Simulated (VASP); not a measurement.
Set up this calculation in VASP 6.6.1, as the native input.

- Task: relaxation of shape and atoms at fixed volume
- Functional: PBE
- Dispersion: D3(BJ)
- Potentials or basis: VASP PAW PBE potentials, release 64 (Zr_sv)
- Cutoff: 600 eV
- k mesh: 15 × 15 × 7
- Occupations: methfessel-paxton, width 0.1 eV
- Spin: no spin polarisation
- Further INCAR settings: ALGO = Normal; EDIFF = 1e-07; IBRION = 2; EDIFFG = -0.01; NSW = 40; ISIF = 4

The structure of Zr lies in POSCAR:

```
Zr                                      
1.0
    3.1639804376     -0.0000000000      0.0000000000
   -1.5819902189      2.7400874361     -0.0000000000
    0.0000000000      0.0000000000      5.0761518378
  Zr            
     2
Direct
     0.3333333332999970    0.6666666667000030    0.2500000000000000
     0.6666666667000030    0.3333333332999970    0.7500000000000000
```

The cell isn't the ideal one: a relaxed cell with its volume scaled by 0.98.

The input as run:

INCAR

```
SYSTEM = Zr
PREC = Accurate ; ENCUT = 600
EDIFF = 1E-7 ; ISMEAR = 1
SIGMA = 0.1 ; LREAL = .FALSE.
LASPH = .TRUE. ; NELM = 80
ALGO = Normal ; ISIF = 4
LWAVE = .FALSE. ; LCHARG = .FALSE.
GGA = PE ; IVDW = 12
IBRION = 2 ; NSW = 40
EDIFFG = -0.01
```

KPOINTS

```
regular mesh
0
G
  15 15 7
  0 0 0
```

Potentials or basis: VASP PAW PBE potentials, release 64 (Zr_sv).

The run is started by

```sh
$ cat potpaw_PBE.64/Zr_sv/POTCAR > POTCAR
$ mpirun -np 1 vasp_std > vasp.out
```

It gave:

* Energy gained by relaxing: 0.0 meV/atom
* Ionic steps: 2
* Pressure after relaxing: 2.1 GPa
* Band gap on the k mesh: none (metal or under the smearing width)
* Dispersion energy per atom: -0.560 eV

Caveat: pairwise dispersion overbinds metals, which lowers pressure and volume.

Run time: 57 s on 1 thread of Intel(R) Xeon(R) 6975P-C (Granite Rapids) (shared host), peak memory 0.24 GiB.
